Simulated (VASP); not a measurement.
# Which native defect does SiNi3 form most easily?, part 4 of 6

Which native defect is cheapest in SiNi3, and how does that change with the growth condition? The start is a cell from a database of measured crystal structures.

VASP 6.6.1, plane waves and PAW; the level of theory is named at each step.

So far. Step 5 (Reference Si): The run ended after 3 ionic steps, 0.004 eV below its first step, once forces and stress met EDIFFG = -0.02. Step 5 (Reference Si): Energy at zero smearing: -10.84425 eV.

The database entry behind the starting cell differs from later determinations by our own check (an axis about 0.9 % long against later determinations), so it need not match the best structure at ambient conditions.

**6. The defect cell, 31 atoms, defect Ni vacancy**

This step: PBE, spin-polarised from a ferromagnetic start; plane waves and PAW (Ni, Si) (VASP 6.6.1).

System of this step: Si8Ni23. The cell holds 31 atoms: 23 Ni and 8 Si. Cell: a = 7.006 Å, b = 7.006 Å, c = 7.006 Å, α = 90.0°, β = 90.0°, γ = 90.0°. It derives from SiNi3. Nearest the centre at fractional (0.250, 0.250, 0.000): Ni11 at 2.48 Å, Ni9 at 2.48 Å, Ni21 at 2.48 Å, Ni17 at 2.48 Å, Ni16 at 2.48 Å, Si24 at 2.48 Å, Ni8 at 2.48 Å, Ni10 at 2.48 Å.

The host is treated as a metal, since its gap is under 0.3 eV or closed. The run keeps 16 symmetry operations, which cuts the number of k-points but bars distortions that break them. The atoms relax at the host's fixed cell.

INCAR

```
SYSTEM = Si8Ni23
PREC = Normal
ENCUT = 300
EDIFF = 1E-05
NELM = 120
ISMEAR = 1
SIGMA = 0.2
LREAL = Auto
ALGO = Fast
GGA = PE
NBANDS = 152
ISPIN = 2
MAGMOM = 1 1 1 1 1 1 1 1 1 1 1 1 1 1 1 1 1 1 1 1 1 1 1 0 0 0 0 0 0 0 0
LASPH = .TRUE.
LMAXMIX = 4
LORBIT = 11
LWAVE = .FALSE.
LCHARG = .TRUE.
KPAR = 4
NCORE = 2
IBRION = 2
NSW = 50
ISIF = 2
EDIFFG = -0.03
POTIM = 0.4
MAXMIX = 40
ISYM = 2
```

POSCAR

```
Si8Ni23
1.0
    7.0061870298      0.0000000000      0.0000000000
    0.0000000000      7.0061870298      0.0000000000
    0.0000000000      0.0000000000      7.0061870298
Ni Si
23 8
Direct
    0.2500000000      0.2500000000      0.5000000000
    0.2500000000      0.7500000000      0.0000000000
    0.2500000000      0.7500000000      0.5000000000
    0.7500000000      0.2500000000      0.0000000000
    0.7500000000      0.2500000000      0.5000000000
    0.7500000000      0.7500000000      0.0000000000
    0.7500000000      0.7500000000      0.5000000000
    0.2500000000      0.0000000000      0.2500000000
    0.2500000000      0.0000000000      0.7500000000
    0.2500000000      0.5000000000      0.2500000000
    0.2500000000      0.5000000000      0.7500000000
    0.7500000000      0.0000000000      0.2500000000
    0.7500000000      0.0000000000      0.7500000000
    0.7500000000      0.5000000000      0.2500000000
    0.7500000000      0.5000000000      0.7500000000
    0.0000000000      0.2500000000      0.2500000000
    0.0000000000      0.2500000000      0.7500000000
    0.0000000000      0.7500000000      0.2500000000
    0.0000000000      0.7500000000      0.7500000000
    0.5000000000      0.2500000000      0.2500000000
    0.5000000000      0.2500000000      0.7500000000
    0.5000000000      0.7500000000      0.2500000000
    0.5000000000      0.7500000000      0.7500000000
    0.0000000000      0.0000000000      0.0000000000
    0.0000000000      0.0000000000      0.5000000000
    0.0000000000      0.5000000000      0.0000000000
    0.0000000000      0.5000000000      0.5000000000
    0.5000000000      0.0000000000      0.0000000000
    0.5000000000      0.0000000000      0.5000000000
    0.5000000000      0.5000000000      0.0000000000
    0.5000000000      0.5000000000      0.5000000000
```

KPOINTS

```
Automatic mesh
0
Monkhorst-Pack
3 3 3
0 0 0
```

The projector-augmented-wave data sets are Ni and Si (PBE family, release 64).

Run with:

```sh
$ mpirun -np 8 vasp_std
```

Log:

```text
[banner, memory and clock lines left out]
running    8 mpi-ranks, on    1 nodes
 distrk:  each k-point on    2 cores,    4 groups
 distr:  one band on    2 cores,    1 groups

 POSCAR found type information on POSCAR NiSi
 POSCAR found :  2 types and      31 ions
 LDA part: xc-table for (Slater+PW92), standard interpolation
 POSCAR, INCAR and KPOINTS ok, starting setup
 FFT: planning ... GRIDC
 FFT: planning ... GRID_SOFT
 FFT: planning ... GRID
 WAVECAR not read
 entering main loop
       N       E                     dE             d eps       ncg     rms          rms(c)
DAV:   1     0.170166000192E+04    0.17017E+04   -0.76632E+04  3648   0.150E+03
DAV:   2    -0.100788525513E+02   -0.17117E+04   -0.16614E+04  3648   0.389E+02
DAV:   3    -0.198450947207E+03   -0.18837E+03   -0.16928E+03  3672   0.151E+02
DAV:   4    -0.208893225136E+03   -0.10442E+02   -0.10085E+02  4424   0.338E+01
DAV:   5    -0.209240922615E+03   -0.34770E+00   -0.34605E+00  4584   0.620E+00    0.560E+01
RMM:   6    -0.207850938976E+03    0.13900E+01   -0.49626E+02  3648   0.105E+02    0.531E+01
RMM:   7    -0.182274726400E+03    0.25576E+02   -0.13847E+02  3648   0.619E+01    0.110E+01
RMM:   8    -0.184015698674E+03   -0.17410E+01   -0.57725E+00  3648   0.875E+00    0.148E+01
RMM:   9    -0.182652301178E+03    0.13634E+01   -0.35767E+00  3649   0.886E+00    0.619E+00
RMM:  10    -0.182799752503E+03   -0.14745E+00   -0.15827E+00  3661   0.504E+00    0.715E+00
RMM:  11    -0.182503179987E+03    0.29657E+00   -0.74001E-01  3662   0.390E+00    0.177E+00
RMM:  12    -0.182525241857E+03   -0.22062E-01   -0.19016E-01  3790   0.155E+00    0.207E+00
RMM:  13    -0.182504151601E+03    0.21090E-01   -0.82883E-02  3702   0.119E+00    0.847E-01
RMM:  14    -0.182511724326E+03   -0.75727E-02   -0.40842E-02  3741   0.731E-01    0.109E+00
RMM:  15    -0.182505717408E+03    0.60069E-02   -0.20676E-02  3663   0.635E-01    0.362E-01
RMM:  16    -0.182506953321E+03   -0.12359E-02   -0.88986E-03  3952   0.298E-01    0.412E-01
RMM:  17    -0.182506059679E+03    0.89364E-03   -0.38893E-03  3681   0.247E-01    0.129E-01
RMM:  18    -0.182506172288E+03   -0.11261E-03   -0.14997E-03  4000   0.119E-01    0.116E-01
RMM:  19    -0.182506105509E+03    0.66779E-04   -0.42365E-04  3778   0.762E-02    0.407E-02
RMM:  20    -0.182506109539E+03   -0.40294E-05   -0.15765E-04  3618   0.323E-02    0.168E-02
RMM:  21    -0.182506107604E+03    0.19351E-05   -0.17172E-05  2111   0.124E-02
   1 F= -.18250611E+03 E0= -.18252696E+03  d E =-.182506E+03  mag=    -0.0004
 curvature:   0.00 expect dE= 0.000E+00 dE for cont linesearch  0.000E+00
 trial: gam= 0.00000 g(F)=  0.662E-01 g(S)=  0.000E+00 ort = 0.000E+00 (trialstep = 0.100E+01)
 search vector abs. value=  0.662E-01
 bond charge predicted
       N       E                     dE             d eps       ncg     rms          rms(c)
DAV:   1    -0.182555447528E+03   -0.49338E-01   -0.10473E+01  3808   0.815E+00    0.435E-01
RMM:   2    -0.182560605703E+03   -0.51582E-02   -0.77969E-02  3649   0.143E+00    0.367E-01
RMM:   3    -0.182560953632E+03   -0.34793E-03   -0.14572E-02  3653   0.436E-01    0.188E-01
RMM:   4    -0.182560720746E+03    0.23289E-03   -0.27780E-03  3699   0.245E-01    0.927E-02
RMM:   5    -0.182560681119E+03    0.39627E-04   -0.86853E-04  3705   0.117E-01    0.406E-02
RMM:   6    -0.182560699658E+03   -0.18539E-04   -0.27373E-04  3908   0.649E-02    0.238E-02
RMM:   7    -0.182560708011E+03   -0.83526E-05   -0.96319E-05  3282   0.293E-02
   2 F= -.18256071E+03 E0= -.18258202E+03  d E =-.546004E-01  mag=    -0.0009
[... from here on, the cycles between the ionic steps are left out ...]
   3 F= -.18259676E+03 E0= -.18261847E+03  d E =-.906491E-01  mag=    -0.0005
   4 F= -.18259868E+03 E0= -.18262045E+03  d E =-.925697E-01  mag=    -0.0002
   5 F= -.18260469E+03 E0= -.18262644E+03  d E =-.600856E-02  mag=     0.0003
   6 F= -.18260500E+03 E0= -.18262675E+03  d E =-.632461E-02  mag=    -0.0001
   7 F= -.18260472E+03 E0= -.18262647E+03  d E =-.604724E-02  mag=     0.0002
   8 F= -.18260504E+03 E0= -.18262679E+03  d E =-.636664E-02  mag=     0.0001
   9 F= -.18260498E+03 E0= -.18262673E+03  d E =-.630500E-02  mag=     0.0000
  10 F= -.18260505E+03 E0= -.18262680E+03  d E =-.636981E-02  mag=     0.0000
  11 F= -.18260594E+03 E0= -.18262771E+03  d E =-.893263E-03  mag=    -0.0001
 trial-energy change:   -0.000893  1 .order   -0.000890   -0.001131   -0.000649
 step:   3.3864(harm=  3.3864)  dis= 0.00476  next Energy=  -182.606374 (dE=-0.133E-02)
 bond charge predicted
       N       E                     dE             d eps       ncg     rms          rms(c)
DAV:   1    -0.182606283398E+03   -0.33430E-03   -0.15990E-01  3664   0.105E+00    0.621E-02
RMM:   2    -0.182606443429E+03   -0.16003E-03   -0.23588E-03  3648   0.238E-01    0.432E-02
RMM:   3    -0.182606484338E+03   -0.40910E-04   -0.41758E-04  3655   0.640E-02    0.347E-02
RMM:   4    -0.182606490438E+03   -0.60991E-05   -0.95456E-05  3148   0.324E-02
  12 F= -.18260649E+03 E0= -.18262829E+03  d E =-.144329E-02  mag=     0.0008
 curvature:  -1.89 expect dE=-0.298E-03 dE for cont linesearch -0.634E-05
 trial: gam= 0.08895 g(F)=  0.158E-03 g(S)=  0.000E+00 ort = 0.542E-04 (trialstep = 0.183E+01)
 search vector abs. value=  0.174E-03
 reached required accuracy - stopping structural energy minimisation
```

It took 4.2 min on 8 MPI ranks of Intel Xeon Platinum 8375C at 2.90GHz (Ice Lake), shared host; peak memory 2.2 GiB; 33 min of CPU time.

OUTCAR, selected parts (step 6):

```text
   k-points           NKPTS =      6   k-points in BZ     NKDIM =      6   number of bands    NBANDS=    152

   NELECT =     262.0000    total number of electrons

 E-fermi :  10.2337

 spin component 1
 k-point     1 :       0.0000    0.0000    0.0000
  band No.  band energies     occupation
    ...
    126       9.8845      1.01659
    127       9.8845      1.01659
    128      10.0232      1.02975
    129      10.1448      0.83801
    130      10.1448      0.83801
    131      10.2504      0.42972
    132      10.2795      0.31180
    133      10.2795      0.31180
    134      10.3144      0.18747
    135      10.3155      0.18400
    ...

 k-point     2 :       0.3333    0.0000    0.0000
  band No.  band energies     occupation
    ...
    127       9.8618      1.01225
    128       9.9198      1.02447
    129      10.0129      1.03284
    130      10.0795      0.98228
    131      10.1831      0.70686
    132      10.2448      0.45306
    133      10.2806      0.30735
    134      10.6385     -0.00740
    135      10.6539     -0.00569
    136      10.9557     -0.00000
    ...

  Total       -3.2250386     -3.2250386     -5.1319279      0.0000000      0.0000000      0.0000000
  in kB      -15.0245102    -15.0245102    -23.9081489      0.0000000      0.0000000      0.0000000
  external PRESSURE =     -17.9857231 kB  Pullay stress =       0.0000000 kB

 POSITION                                       TOTAL-FORCE (eV/Angst)
 -----------------------------------------------------------------------------------
      1.75155      1.75155      3.50309         0.000000     -0.000000     -0.000000
      1.75155      5.25464      0.00000         0.000000     -0.000000     -0.000000
      1.75155      5.25464      3.50309         0.000000     -0.000000     -0.000000
      5.25464      1.75155      0.00000         0.000000     -0.000000     -0.000000
      5.25464      1.75155      3.50309         0.000000     -0.000000     -0.000000
      5.25464      5.25464      0.00000         0.000000     -0.000000     -0.000000
      5.25464      5.25464      3.50309         0.000000     -0.000000     -0.000000
      1.75155      0.02139      1.70242         0.000000      0.012761      0.008415
      1.75155      0.02139      5.30376         0.000000      0.012761     -0.008415
      1.75155      3.48170      1.70242         0.000000     -0.012761      0.008415
      1.75155      3.48170      5.30376         0.000000     -0.012761     -0.008415
      5.25464      0.00389      1.75566         0.000000      0.009611      0.008011
      5.25464      0.00389      5.25052         0.000000      0.009611     -0.008011
      5.25464      3.49920      1.75566         0.000000     -0.009611      0.008011
      5.25464      3.49920      5.25052         0.000000     -0.009611     -0.008011
      0.02139      1.75155      1.70242         0.012761     -0.000000      0.008415
      0.02139      1.75155      5.30376         0.012761     -0.000000     -0.008415
      0.00389      5.25464      1.75566         0.009611     -0.000000      0.008011
      0.00389      5.25464      5.25052         0.009611     -0.000000     -0.008011
      3.48170      1.75155      1.70242        -0.012761     -0.000000      0.008415
      3.48170      1.75155      5.30376        -0.012761     -0.000000     -0.008415
      3.49920      5.25464      1.75566        -0.009611     -0.000000      0.008011
      3.49920      5.25464      5.25052        -0.009611     -0.000000     -0.008011
      0.00774      0.00774      0.00000        -0.010965     -0.010965     -0.000000
[...]
-----------------------------------------------------------------------------------
    total drift:                                0.000000      0.000000      0.000000

  FREE ENERGIE OF THE ION-ELECTRON SYSTEM (eV)
  ---------------------------------------------------
  free  energy   TOTEN  =      -182.6064904376 eV

  energy  without entropy=     -182.6719027086  energy(sigma->0) =     -182.62829453

 magnetization (x)
# of ion       s       p       d       tot
------------------------------------------
    1        0.000   0.000   0.000   0.000
    2       -0.000  -0.000   0.000   0.000
    3       -0.000  -0.000   0.000   0.000
    4       -0.000  -0.000   0.000   0.000
    5       -0.000  -0.000   0.000   0.000
    6       -0.000  -0.000   0.000   0.000
    7       -0.000  -0.000   0.000   0.000
    8       -0.000  -0.000   0.000   0.000
    9       -0.000  -0.000   0.000   0.000
   10       -0.000  -0.000   0.000   0.000
   11       -0.000  -0.000   0.000   0.000
   12       -0.000  -0.000   0.000   0.000
   13       -0.000  -0.000   0.000   0.000
   14       -0.000  -0.000   0.000   0.000
   15       -0.000  -0.000   0.000   0.000
   16       -0.000  -0.000   0.000   0.000
   17       -0.000  -0.000   0.000   0.000
   18       -0.000  -0.000   0.000   0.000
   19       -0.000  -0.000   0.000   0.000
   20       -0.000  -0.000   0.000   0.000
   21       -0.000  -0.000   0.000   0.000
   22       -0.000  -0.000   0.000   0.000
   23       -0.000  -0.000   0.000   0.000
[...]
--------------------------------------------------
tot         -0.000  -0.000   0.000   0.000

[... 5 parts as in an earlier step ...]

[... 17 further parts left out ...]
```

The run keeps the 16 symmetry operations of its start, so it cannot find a distortion of lower symmetry.

Relaxation path:

```tsv
step	energy less that of the first step (eV)	largest force (eV/Å)
1	0.0000	0.4428
2	-0.0546	0.2842
3	-0.0906	0.1256
4	-0.0926	0.1299
5	-0.0986	0.0442
6	-0.0989	0.0488
7	-0.0986	0.0541
8	-0.0989	0.0499
9	-0.0989	0.0519
10	-0.0989	0.0504
11	-0.0998	0.0360
12	-0.1004	0.0155
```

The atoms that moved most (Å):

```tsv
atom	dx	dy	dz	length
Ni11	0.000	-0.021	0.049	0.054
Ni10	0.000	-0.021	-0.049	0.054
Ni21	-0.021	0.000	0.049	0.054
Ni20	-0.021	0.000	-0.049	0.054
Ni16	0.021	0.000	-0.049	0.054
Ni17	0.021	0.000	0.049	0.054
Ni8	0.000	0.021	-0.049	0.054
Ni9	0.000	0.021	0.049	0.054
```

The relaxed structure:

```
Ni Si
1.0
     7.00619    0.00000    0.00000
     0.00000    7.00619    0.00000
     0.00000    0.00000    7.00619
Ni Si
23 8
Cartesian
  1.7515 1.7515 3.5031
  1.7515 5.2546 0.0000
  1.7515 5.2546 3.5031
  5.2546 1.7515 0.0000
  5.2546 1.7515 3.5031
  5.2546 5.2546 0.0000
  5.2546 5.2546 3.5031
  1.7515 0.0214 1.7024
  1.7515 0.0214 5.3038
  1.7515 3.4817 1.7024
  1.7515 3.4817 5.3038
  5.2546 0.0039 1.7557
  5.2546 0.0039 5.2505
  5.2546 3.4992 1.7557
  5.2546 3.4992 5.2505
  0.0214 1.7515 1.7024
  0.0214 1.7515 5.3038
  0.0039 5.2546 1.7557
  0.0039 5.2546 5.2505
  3.4817 1.7515 1.7024
  3.4817 1.7515 5.3038
  3.4992 5.2546 1.7557
  3.4992 5.2546 5.2505
  0.0077 0.0077 0.0000
  0.0121 0.0121 3.5031
  0.0077 3.4954 0.0000
  0.0121 3.4910 3.5031
  3.4954 0.0077 0.0000
  3.4910 0.0121 3.5031
  3.4954 3.4954 0.0000
  3.4910 3.4910 3.5031
```

This step gave:

| Item | Value |
| --- | --- |
| electronic cycles | 72 |
| electrons | 262 |
| free energy (TOTEN) | -182.6065 eV |
| energy at zero smearing | -182.6283 eV |
| Fermi energy | 10.23 eV |
| moment of the cell, from the last line of the log | 0 μB |
| labelled metallic, from the levels on this mesh | yes |

The spin moment in the PAW sphere vanishes on all atoms.

Valence density in the ab plane at fractional z = 0.000, through the centre, with atoms of Ni and Si within 0.45 Å of it. It is the smooth field of the valence electrons, not physical close to the nuclei.

Values in e/Å³, 11 rows by 16 columns, each cell a mean:
```
 0  0  0  0  0  0  0  0  0  0  0  0  0  0  0  0
 0  0  0  2  2  1  0  0  0  0  0  2  2  1  0  0
 0  0  1  7 10  3  0  0  0  0  1  7 10  3  0  0
 0  0  1  3  4  1  0  0  0  0  1  3  4  1  0  0
 0  0  0  0  0  0  0  0  0  0  0  0  0  0  0  0
 0  0  0  0  0  0  0  0  0  0  0  0  0  0  0  0
 0  0  0  0  0  0  0  0  0  0  0  0  0  0  0  0
 0  0  0  0  0  0  0  0  0  0  1  5  7  2  0  0
 0  0  0  0  0  0  0  0  0  0  1  6  9  3  0  0
 0  0  0  0  0  0  0  0  0  0  0  1  1  0  0  0
 0  0  0  0  0  0  0  0  0  0  0  0  0  0  0  0
```
Columns run along a (7.0 Å), rows up along b (7.0 Å). Atoms in or near the plane, at fractional coordinates: Ni at (0.25, 0.75), Ni at (0.75, 0.25), Ni at (0.75, 0.75), Si at (0.00, 0.00), Si at (0.00, 0.50), Si at (0.50, 0.00), Si at (0.50, 0.50).

The run ended after 12 ionic steps, 0.100 eV below its first step, once the forces on the free atoms met EDIFFG = -0.03.

The 12 first neighbours (Ni and Si) lie 2.48 Å from the site in the perfect crystal and 2.44 Å on average after the relaxation (-1.5 %).

**7. This defect's formation energies, 31 atoms, defect vacancy, element Ni**

This step: point defect, PBE; plane waves and PAW (VASP 6.6.1).

No new run; the numbers come from the runs before.

This step gave:

- formation energy of the neutral defect: 1.508 eV
- host formation enthalpy: -0.4575 eV/atom

Formation energy:

```tsv
formation energy (eV)	largest move (Å)
1.508	0.05358
```

The formation energy is the energy of the relaxed defect cell less that of the perfect cell, with each removed atom booked to its reference and each added atom taken from it.

References, in eV an atom: Ni -5.483 (crystal Fm-3m) and Si -5.422 (crystal Fd-3m). They were run at the supercell's cutoff and functional, without U, and count both elements from their own phases.

The formation energy is 1.508 eV, and the largest move of an atom 0.05 Å.

(Continued in part 5 of 6.)

[Lines on the potential files, build, host, timing and source positions are cut from VASP's logs without a mark.]

[Logs are printed without paths, hosts, clocks, repeated set-up lines and the standing remarks that a program may print on its own settings, such as how far it seeks lower states.]

[Hosts, paths, dates, database ids (printed as entryN), source tags and the programs' standing remarks are cut or masked in the printed files.]

[In band tables of VASP the shares of atoms and orbitals are scaled to a sum of 1 inside the atoms' spheres.]

[Runs that stopped without an error message from VASP are left out.]
